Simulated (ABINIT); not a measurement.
Runs of ABINIT 10.8.3 (patched build) on GaSb. It takes space group F-43m (No. 216, cubic). Conventional cell: a = 6.118 Å, b = 6.118 Å, c = 6.118 Å, α = 90.00°, β = 90.00°, γ = 90.00°. Around Sb (site symmetry -43m) lie 4 Ga at 2.65 Å. Ga (site symmetry -43m) has 4 Sb at 2.65 Å as nearest neighbours. 

```tsv
task	level	potentials or basis	cell	k mesh	cutoff (eV)	fine-grid cutoff	cell freedom (optcell)	optimiser (ionmov)	cutoff smearing ecutsm (Ha)	force stop (Ha/bohr)	gap on the mesh (eV)	pressure (GPa)	relaxed volume (Å³/atom)
single point	PBE	PseudoDojo NC SR PBE v0.4.1 standard	as given	6 × 6 × 6	1088	-	-	-	-	-	none	2.4	-
positron lifetime	PBE	JTH PAW PBE v2.0	as given	6 × 6 × 6	327	653.073 eV	-	-	-	-	none	-	-
relaxation of cell and atoms	PBEsol	PseudoDojo NC SR PBEsol v0.4.1 standard	relaxed	6 × 6 × 6	1088	-	2	2	0.5	2e-05	none	0.0	(b)
phonons at a zone-boundary q	PBEsol	PseudoDojo NC SR PBEsol v0.4.1 standard	as given	4 × 4 × 4, with 4 shifts	980	-	-	-	-	-	-	(a)	-
relaxation of cell and atoms	PBEsol	JTH PAW PBE v2.0 sp	relaxed	6 × 6 × 6	408	816.342 eV	2	22	0.5	2e-05	none	0.0	28.69
single point	PBEsol	PseudoDojo NC SR PBEsol v0.4.1 standard	as given	6 × 6 × 6	980	-	-	-	-	-	none	-1.5	-
relaxation of cell and atoms	PBE	PseudoDojo NC SR PBE v0.4.1 standard	relaxed	6 × 6 × 6	1088	-	2	2	0.5	2e-05	none	0.0	30.09
single point	PBE	PseudoDojo NC SR PBE v0.5 stringent	as given	6 × 6 × 6	1551	-	-	-	-	-	none	2.4	-
```

Alike in all rows: no spin polarisation; smearing fermi-dirac 0.05 eV.

Estimate the missing entries.

(a) -1.6; (b) 28.62.

Caveats: this crystal is a semiconductor, whose small gap the functional closes, so the metal is an error of the method (some runs); the PAW basis is incomplete for the positron (some runs); the mesh is coarse for a metal's response (some runs); the PAW data sets were made with another functional, which shifts forces and pressure a little (some runs); this set keeps more shells in the core, which shifts pressures and gaps (some runs).

A k mesh can miss the band edges, and the runs leave out spin-orbit coupling on Ga, Sb.

A gap of «none» marks a metal or a gap under the smearing width.

Not every run made on this cell is shown here.
